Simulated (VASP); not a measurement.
**AlN in VASP: how settings move the PBE single point**

Aim: see what changed inputs do to the PBE single point of AlN (rocksalt), under +3.0 % strain along z alone. This is a trial cell built on a prototype, not taken from a measured structure, and it needn't be the compound's ground state.

Code: VASP 6.6.1. PAW datasets, plane waves. These are computed values for a spin-unpolarised cell that may be hypothetical; none is a measurement.

**1. The cell**

The cell comes from an earlier relaxation with r2SCAN in another program, then strained, with the atoms relaxed again.

It is tetragonal, I4/mmm (No. 139); conventional cell a = 2.855 Å, c = 4.159 Å, 8.48 Å³ an atom. Al has 6 N at 2.02–2.08 Å; N has 6 Al at 2.02–2.08 Å.

Structure file:

```xyz
2
Lattice="0.0000 2.0189 2.0794 2.0189 0.0000 2.0794 2.0189 2.0189 0.0000" Properties=species:S:1:pos:R:3 pbc="T T T"
Al    0.0000    0.0000    0.0000
N     2.0189    2.0189    2.0794
```

**2. Reference**

Input file INCAR:

```
ENCUT = 520.000000
SIGMA = 0.020000
EDIFF = 1.00e-07
GGA = PE
PREC = Accurate
IBRION = -1
ISIF = 2
ISMEAR = -1
NBANDS = 11
NELM = 120
NSW = 0
LASPH = .TRUE.
LCHARG = .FALSE.
LWAVE = .FALSE.
LREAL = .FALSE.
```

Input file KPOINTS:

```
KPOINTS created by Atomic Simulation Environment
0
Gamma
10 10 10
0 0 0
```

Input file POSCAR:

```
Al N
 1.0000000000000000
     0.0000000000000000    2.0188684453999999    2.0794344988000000
     2.0188684453999999    0.0000000000000000    2.0794344988000000
     2.0188684453999999    2.0188684453999999    0.0000000000000000
 Al  N
   1   1
Cartesian
  0.0000000000000000  0.0000000000000000  0.0000000000000000
  2.0188684453999999  2.0188684453999999  2.0794344988000000
```

A file KPOINTS_OPT adds named points for the levels; it doesn't enter the self-consistent loop.

Potentials: the recommended PBE PAW datasets, 8 valence electrons.

The run is started by

```sh
$ mpirun -np 1 vasp_std
```

**3. Altered input 1**

Changes to INCAR since step 2:

```diff
@@ -3,3 +3,2 @@
 EDIFF = 1.00e-07
-GGA = PE
 PREC = Accurate
@@ -15 +14,3 @@
 LREAL = .FALSE.
+NELECT = 7.9
+GGA = PS
```

KPOINTS is that of step 2.

POSCAR is that of step 2.

**4. Altered input 2**

Changes to INCAR since step 2:

```diff
@@ -9,3 +9,2 @@
 NBANDS = 11
-NELM = 120
 NSW = 0
@@ -15 +14,3 @@
 LREAL = .FALSE.
+AMIX = 0.1
+NELM = 62
```

KPOINTS is that of step 2.

POSCAR is that of step 2.

**5. Altered input 3**

Changes to INCAR since step 2:

```diff
@@ -9,3 +9,2 @@
 NBANDS = 11
-NELM = 120
 NSW = 0
@@ -15 +14,3 @@
 LREAL = .FALSE.
+NELMIN = 8
+NELM = 62
```

KPOINTS is that of step 2.

POSCAR is that of step 2.

**Question.** What will these runs give? Wanted: for each run, changed; ending; energy change; pressure; electronic steps; usable.

As calculated:

| run | changed | ending | energy change (meV/atom) | pressure (GPa) | gap on the mesh (eV; negative: overlap) | electronic steps | time | usable |
| --- | --- | --- | --- | --- | --- | --- | --- | --- |
| ref. | – | converged | 0 | -1.2 | 4.15 | 13 | 12 s | yes |
| 1 | NELECT = 7.9, GGA = PS | converged | – | -17.3 | – | 12 | 11 s | no |
| 2 | AMIX = 0.1, NELM = 62 | converged | 0.0 | -1.2 | 4.15 | 15 | 11 s | yes |
| 3 | NELMIN = 8, NELM = 62 | converged | 0.0 | -1.2 | 4.15 | 13 | 9.9 s | yes |

**Reading.** Of 3 altered inputs, 1 ended normally on a faulty or unsound input, 2 gave usable results.
